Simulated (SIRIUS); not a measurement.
Crystal: MnS.

```
CELL_PARAMETERS angstrom
3.95358 0.00000 0.00000
-1.97679 3.42390 0.00000
0.00000 0.00000 6.34253
ATOMIC_POSITIONS crystal
Mn 0.66667 0.33333 0.49884
Mn 0.33333 0.66667 0.99884
S 0.33333 0.66667 0.62615
S 0.66667 0.33333 0.12615
```

The cell is a database's computed one.

Base run:

| Quantity | Value |
| --- | --- |
| Program | SIRIUS 7.12.0 |
| Functional | PBEsol |
| Potentials or basis | all-electron FP-LAPW |
| Cutoff | 210 eV |
| Basis | apw+lo standard |
| k mesh | 8 × 8 × 4 |
| Occupations | fermi-dirac, width 0.05 eV |
| Spin | collinear spin, ferromagnetic start |
| Starting moments | [4.0, 4.0, 0.0, 0.0] μB |

Its results: net moment 9.77 μB per cell; site moments Mn +4.17; S +0.17 μB; largest force 0.274 eV/Å.

The run is repeated on the same cell with these changes: functional from PBEsol to LDA. What comes out?

Net moment 9.53 μB per cell; site moments Mn +4.07; S +0.17 μB; largest force 0.256 eV/Å.

Caveats: only a ferromagnetic start was run, and an antiferromagnetic order may lie lower in energy.
